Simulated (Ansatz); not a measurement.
# AlNi: the cost of one run

Computed with Ansatz 0.2.0 (DFT PBEsol, scalar-relativistic, plane waves, PAW, unless a step's input says otherwise).

2 further runs of the same task are left out: 2 set aside as unsound or not needed.

## (1) The system as given

The structure is tetragonal, space group P4/mmm (No. 123). The conventional cell has a = 2.859 Å, b = 2.859 Å, c = 2.869 Å, α = 90.00°, β = 90.00°, γ = 90.00°. Al (site symmetry 4/mmm) has 8 Ni at 2.48 Å as nearest neighbours. Ni (site symmetry 4/mmm) is surrounded by 8 Al at 2.48 Å.

Coordinates:

```
Al Ni
1.0
     4.04266    0.00000   -2.86941
    -4.04266    0.00000   -2.86941
     0.00000    4.04270    2.86941
Al Ni
4 4
Direct
  0.00000 0.50000 0.50000
  0.50000 0.50000 0.00000
  0.00000 0.00000 0.00000
  0.50000 0.00000 0.50000
  0.00000 0.00000 0.50000
  0.50000 0.00000 0.00000
  0.00000 0.50000 0.00000
  0.50000 0.50000 0.50000
```

It goes back to an entry of the Materials Project, which need not be the stable form.

It is built from the cell relaxed beforehand with the same method (11.72 Å³/atom).

## (2) The reference: the undisturbed cell on the scan's mesh

The input, input.yaml:

```yaml
crystal:
  lattice:
    - [4.0426561744, 0.0, -2.8694088111]
    - [-4.0426561744, 0.0, -2.8694088111]
    - [0.0, 4.0426995768, 2.8694088111]
  atoms:
    - { symbol: Al, position: [0.0, 0.5, 0.5] }
    - { symbol: Al, position: [0.5, 0.5, 0.0] }
    - { symbol: Al, position: [0.0, 1.0, 0.0] }
    - { symbol: Al, position: [0.5, 1.0, 0.5] }
    - { symbol: Ni, position: [0.0, 0.0, 0.5] }
    - { symbol: Ni, position: [0.5, 0.0, 0.0] }
    - { symbol: Ni, position: [0.0, 0.5, 0.0] }
    - { symbol: Ni, position: [0.5, 0.5, 0.5] }
basis:
  ecutwfc: 420
kpoints:
  mp_grid: { grid: [16, 16, 16] }
hamiltonian:
  xc: pbesol
scf:
  occupations: { method: gaussian, width: 0.15 }
output:
  forces: true
  stress: true
  eigenvalues: true
  write_density: true
  write_potential: true
  elf: true
  volumetric_format: npy
```

Command:

```sh
$ ansatz run input.yaml --threads 1 --pin off --max-ram 2560MiB --backend cpu --events-out ev --progress --plain --runs-dir out
```

Q: Estimate wall time and peak memory on 1 thread of Intel Xeon 6975P-C (Granite Rapids), shared host.

About 90 s, with a peak of 1.9 GiB.
